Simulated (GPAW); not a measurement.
# MnS (F-43m) in GPAW: single point with PBE

Aim: the single point of MnS with PBE.

Everything below comes from runs of GPAW 26.7.0. Logs are shortened: lines on timing, memory, paths and dates and some standing lists are left out, and cuts for length are marked. The log counts tension as positive stress, the text compression.

## 1. Starting point

Symmetry: F-43m, No. 216, cubic system. The conventional cell has a = 4.947 Å, b = 4.947 Å, c = 4.947 Å, α = 90.00°, β = 90.00°, γ = 90.00°. Mn (site symmetry -43m) has 4 S at 2.14 Å as nearest neighbours. Around S (site symmetry -43m) lie 4 Mn at 2.14 Å.

The cell is a database's computed one.

## 2. Single point, PBE, collinear spin, ferromagnetic start

Input file run.py:

```python
from ase import Atoms
from ase.dft.bandgap import bandgap
from ase.io import write
from ase.units import GPa
from gpaw import GPAW, PW

atoms = Atoms(['Mn', 'S'],
              cell=[[0.0, 2.4734634191, 2.4734634191],
                    [2.4734634191, 0.0, 2.4734634191],
                    [2.4734634191, 2.4734634191, 0.0]],
              scaled_positions=[[0.0, 0.0, 0.0],
                                [0.75, 0.75, 0.75]],
              pbc=True)
atoms.set_initial_magnetic_moments([5.5, 0.0])

calc = GPAW(mode=PW(600),
            xc='PBE',
            kpts={'size': (9, 9, 9), 'gamma': True},
            occupations={'name': 'fermi-dirac', 'width': 0.05},
            nbands=21,
            convergence={'density': 1e-05, 'energy': 1e-05},
            maxiter=150,
            txt='gpaw.txt')
atoms.calc = calc
energy = atoms.get_potential_energy()
forces = atoms.get_forces()
stress = atoms.get_stress()
calc.write('gs.gpw')
write('result.traj', atoms)
print(f'Energy: {energy:.6f} eV')
print('Forces (eV/A):')
print(forces.round(4))
print('Stress (GPa):', (stress / GPa).round(3))
print('Moments:', calc.get_magnetic_moments().round(3))
print('Fermi level:', round(calc.get_fermi_level(), 4), 'eV')
print(f'Gap: {bandgap(calc)[0]:.4f} eV, direct: {bandgap(calc, direct=True)[0]:.4f} eV')
```

Potentials or basis: GPAW PAW data sets (gpaw-data 1.2.1), pw.

Run with:

```console
$ OMP_NUM_THREADS=1 python run.py
```

gpaw.txt:

```text
__  _  _
 | _ |_)|_||  |
 |__||  | ||/\| - 26.7.0

Input parameters:
  mode=PW(ecut=600.0),
  convergence={'density': 1e-05, 'energy': 1e-05},
  kpts=MonkhorstPack(size=(9, 9, 9), gamma=True),
  maxiter=150,
  nbands=21,
  occupations=Occupations(name='fermi-dirac', width=0.05),
  xc=XC(name='PBE')

Diagonalizing LCAO Hamiltonian
Converting LCAO to pw mode

                   S

       Mn

Atoms  # Å, Bohr magnetons
|   | symbol |        x |        y |        z |    initial magnetic moments |
|---|--------|----------|----------|----------|-----------------------------|
| 0 |     Mn | 0.000000 | 0.000000 | 0.000000 | ( 0.0000,  0.0000,  5.5000) |
| 1 |      S | 3.710195 | 3.710195 | 3.710195 | ( 0.0000,  0.0000,  0.0000) |

Unit cell  # Å
| periodic |        x |        y |        z |  lengths |    angles |
|----------|----------|----------|----------|----------|-----------|
|      yes | 0.000000 | 2.473463 | 2.473463 | 3.498006 | 60.000000 |
|      yes | 2.473463 | 0.000000 | 2.473463 | 3.498006 | 60.000000 |
|      yes | 2.473463 | 2.473463 | 0.000000 | 3.498006 | 60.000000 |

Number of symmetries: 24
Symmetry operations  # r_c * U_cc + t_c -> r_c
|    | kind |            matrix            |
|----|------|------------------------------|
|  0 |  E   |  1, 0, 0,  0, 1, 0,  0, 0, 1 |
|  1 |  σ   |  1, 0, 0,  0, 0, 1,  0, 1, 0 |
|  2 |  σ   |  1, 0,-1,  0, 1,-1,  0, 0,-1 |
|  3 |  C3  |  1, 0,-1,  0, 0,-1,  0, 1,-1 |
|  4 |  C3  |  1,-1, 0,  0,-1, 1,  0,-1, 0 |
|  5 |  σ   |  1,-1, 0,  0,-1, 0,  0,-1, 1 |
|  6 |  σ   |  0, 1, 0,  1, 0, 0,  0, 0, 1 |
|  7 |  C3  |  0, 1, 0,  0, 0, 1,  1, 0, 0 |
|  8 |  C2  |  0, 1,-1,  1, 0,-1,  0, 0,-1 |
|  9 |  S4  |  0, 1,-1,  0, 0,-1,  1, 0,-1 |
| 10 |  C3  |  0, 0, 1,  1, 0, 0,  0, 1, 0 |
| 11 |  σ   |  0, 0, 1,  0, 1, 0,  1, 0, 0 |
| 12 |  S4  |  0, 0,-1,  1, 0,-1,  0, 1,-1 |
| 13 |  C3  |  0, 0,-1,  0, 1,-1,  1, 0,-1 |
| 14 |  S4  |  0,-1, 1,  1,-1, 0,  0,-1, 0 |
| 15 |  C2  |  0,-1, 1,  0,-1, 0,  1,-1, 0 |
| 16 |  C3  |  0,-1, 0,  1,-1, 0,  0,-1, 1 |
| 17 |  S4  |  0,-1, 0,  0,-1, 1,  1,-1, 0 |
| 18 |  S4  | -1, 1, 0, -1, 0, 1, -1, 0, 0 |
| 19 |  C3  | -1, 1, 0, -1, 0, 0, -1, 0, 1 |
| 20 |  C3  | -1, 0, 1, -1, 1, 0, -1, 0, 0 |
| 21 |  S4  | -1, 0, 1, -1, 0, 0, -1, 1, 0 |
| 22 |  σ   | -1, 0, 0, -1, 1, 0, -1, 0, 1 |
| 23 |  C2  | -1, 0, 0, -1, 0, 1, -1, 1, 0 |

BZ-sampling:
  Number of BZ points: 729
  Number of IBZ points: 35

  Monkhorst-Pack size: [9, 9, 9]
  Monkhorst-Pack shift: [0, 0, 0]

K-points  # in reciprocal-cell coordinates
|     |                                coordinates |     weight |
|-----|--------------------------------------------|------------|
|   0 | (  0.00000000,   0.00000000,   0.00000000) | 0.00137174 |
|   1 | (  0.11111111,   0.11111111,   0.00000000) | 0.00823045 |
|   2 | (  0.11111111,   0.11111111,   0.11111111) | 0.01097394 |
|   3 | (  0.22222222,   0.11111111,   0.11111111) | 0.01646091 |
|   4 | (  0.22222222,   0.22222222,   0.00000000) | 0.00823045 |
|   5 | (  0.22222222,   0.22222222,   0.11111111) | 0.03292181 |
|   6 | (  0.22222222,   0.22222222,   0.22222222) | 0.01097394 |
|   7 | (  0.33333333,   0.22222222,   0.11111111) | 0.03292181 |
|   8 | (  0.33333333,   0.22222222,   0.22222222) | 0.03292181 |
|   9 | (  0.33333333,   0.33333333,  -0.33333333) | 0.01646091 |
| ... |                                            |            |
|  34 | (  0.44444444,   0.44444444,   0.44444444) | 0.01097394 |

Plane wave coefficients: 1022
Cutoff: 600.0 eV

Spin-components: 2 (collinear spins)
Bands:           21
Projectors:      11
Spin-degeneracy: 1
Datatype:        complex128

Parallelization:
  kpt:    1
  domain: 1
  band:   1

Density:
  Valence electrons: 21.0
  Components: 2
  Grid points: [20 20 20]
  Charge: 0.0  # |e|

Potential:
  Grid points: [20 20 20]

species:
  Mn:
    name:    Manganese
    Z:       25.0
    valence: 15
    core:    10
    charge:  0.0  # [|e|]
    compensation charges:
      type: gauss
      rc: 0.38  # [Å]
      lmax: 2
    cutoffs:
      filter: 2.14  # [Å]
      core: 0.86  # [Å]
    projectors
    | kind |    occ | energy [eV] | rcut [Å] |
    |------|--------|-------------|----------|
    |   3s |  2.000 |     -85.859 |    1.275 |
    |   4s |  2.000 |      -5.106 |    1.275 |
    |   3p |  6.000 |     -54.597 |    1.281 |
    |   4p |  0.000 |      -1.371 |    1.281 |
    |   3d |  5.000 |      -6.771 |    1.138 |
    |    d |        |      20.441 |    1.138 |

    Using partial waves for Mn as LCAO basis

  S:
    name:    Sulfur
    Z:       16.0
    valence: 6
    core:    10
    charge:  0.0  # [|e|]
    compensation charges:
      type: gauss
      rc: 0.24  # [Å]
      lmax: 2
    cutoffs:
      filter: 1.77  # [Å]
      core: 1.66  # [Å]
    projectors
    | kind |    occ | energy [eV] | rcut [Å] |
    |------|--------|-------------|----------|
    |   3s |  2.000 |     -17.254 |    0.974 |
    |   3p |  4.000 |      -7.008 |    0.979 |
    |    s |        |       9.957 |    0.974 |
    |    p |        |      20.203 |    0.979 |
    |    d |        |       0.000 |    0.900 |

    Using partial waves for S as LCAO basis

Reference energy: -42371.707970  # eV

eigensolver:
  PPCG
  Converge bands: occupied
  niter=2

density mixing:
  MSR1-Mixer
  Pratt-step length: 0.05
  Maximum mixing coefficient: 0.75
  Old densities: 10
  SVD Regularization: 0.005
  Good broyden scale: 1.0
  Trust region scale: 1.0
  Backstep threshold: 4.0
  History deletion threshold: 6.0
  Fourier metric: weight=20.0, sigma=0.015

occupation numbers:
  Fermi-Dirac:
    width: 0.0500  # eV

poisson solver:
  ecut: 4800.0  # eV

xc functional:
  name: PBE with 2 nearest neighbor stencil

convergence criteria:
- Maximum integral of absolute [dens]ity change: 1e-05 electrons / valence electron
- Maximum [total energy] change in last 3 cyles: 1e-05 eV / valence electron
- Maximum integral of absolute [eigenst]ate change: 4e-08 eV^2 / valence electron
maximum number of iterations: 150

SCF iterations
|iter     | |      energy | eigst |  dens |  magmom |
|---------|-|-------------|-------|-------|---------|
|iter:   1| |  -13.536555 | +0.24 |       |  +5.4726|
|iter:   2| |  -13.514538 | -1.94 | -0.90 |  +5.3942|
|iter:   3| |  -13.996242 | -1.84 | -0.92 |  +3.9818|
|iter:   4| |  -14.225692 | -1.68 | -1.09 |  +3.4084|
|iter:   5| |  -14.004651 | -2.11 | -1.20 |  +2.7711|
|iter:   6| |  -14.088386 | -2.94 | -1.60 |  +2.0031|
|iter:   7| |  -14.260602 | -2.48 | -1.70 |  +0.3127|
|iter:   8| |  -14.157272 | -2.10 | -1.64 |  -1.6676|
|iter:   9| |  -14.278072 | -2.54 | -1.36 |  -0.4184|
|iter:  10| |  -14.289333 | -2.98 | -1.91 |  +0.4228|
|iter:  11| |  -14.292587 | -4.37 | -2.03 |  +0.3095|
|iter:  12| |  -14.287803 | -4.63 | -2.22 |  +0.4650|
|iter:  13| |  -14.293049 | -3.95 | -2.07 |  +0.2203|
|iter:  14| |  -14.292970 | -5.46 | -2.72 |  +0.2440|
|iter:  15| |  -14.292905c| -5.38 | -2.74 |  +0.2334|
|iter:  16| |  -14.292859c| -5.72 | -3.05 |  +0.2077|
|iter:  17| |  -14.292856c| -7.62c| -4.06 |  +0.2069|
|iter:  18| |  -14.292855c| -7.89c| -4.51 |  +0.2062|
|iter:  19| |  -14.292853c| -8.27c| -4.99 |  +0.2059|
|iter:  20| |  -14.292853c| -8.95c| -5.69c|  +0.2059|

Converged in 20 steps
Energy contributions relative to reference atoms: (reference = -42371.707970)

Energy contributions:
  Kinetic:           7.998359
  Coulomb:          -6.610497
  Zero:              0.250305
  External:          0.000000
  Xc:              -15.921065
  Entropy:          -0.019908
  Spinorbit:         0.000000
  ----------------------------
  Free energy:     -14.302807
  Extrapolated:    -14.292853

dipole moment: (-7.728792, -7.728792, -7.728792)  # |e|*Ang

Total magnetic moment: (0.000000, 0.000000, 0.205852)

Local magnetic moments
|        x |        y |         z |
|----------|----------|-----------|
| 0.000000 | 0.000000 |  0.194559 |  # Mn   0
| 0.000000 | 0.000000 | -0.003030 |  # S    1

Fermi level: 7.904
Eigenvalues  # (at kpt = [0.000, 0.000, 0.000])
| band index |      eig [eV] | occ [0-1] |      eig [eV] | occ [0-1] |
|------------|---------------|-----------|---------------|-----------|
|          0 |       -71.024 |     1.000 |       -70.824 |     1.000 |
|        ... |               |           |               |           |
|          2 |       -39.870 |     1.000 |       -39.674 |     1.000 |
|          3 |       -39.870 |     1.000 |       -39.674 |     1.000 |
|          4 |        -7.421 |     1.000 |        -7.413 |     1.000 |
|          5 |         3.170 |     1.000 |         3.214 |     1.000 |
|          6 |         3.170 |     1.000 |         3.214 |     1.000 |
|          7 |         3.170 |     1.000 |         3.214 |     1.000 |
[... 8 lines left out ...]
|         16 |        15.684 |     0.000 |        15.733 |     0.000 |
|         17 |        21.114 |     0.000 |        21.176 |     0.000 |
|        ... |               |           |               |           |
|         20 |        24.130 |     0.000 |        24.160 |     0.000 |

No gap
No difference between direct/indirect transitions

Forces  # eV/Ang
|       x |        y |        z |
|---------|----------|----------|
| 0.00000 | -0.00000 |  0.00000 |  # Mn   0
| 0.00000 | -0.00000 | -0.00000 |  # S    1

Stress tensor  # eV/Ang^3
|         x |         y |         z |
|-----------|-----------|-----------|
| -0.023950 |  0.000000 | -0.000000 |
|  0.000000 | -0.023950 | -0.000000 |
| -0.000000 | -0.000000 | -0.023950 |

# Writing to gs.gpw (mode='')
```

It took 45 s on 1 thread of Intel Xeon Platinum 8375C at 2.90GHz (Ice Lake), shared host; peak memory 0.17 GiB.

Results:

```
Free energy            : -14.3028 eV
Pressure               : 3.8 GPa
Band gap on the k mesh : none (metal or under the smearing width)
Net moment             : 0.21 μB per cell
Site moments           : Mn +0.19; S -0.00 μB
```

Caveat: the moment fell far below its start of 5.5 μB, so a state of higher moment may lie lower in energy; semilocal functionals often make such compounds metallic where correlation or magnetic order opens a gap, which also shifts bond lengths.
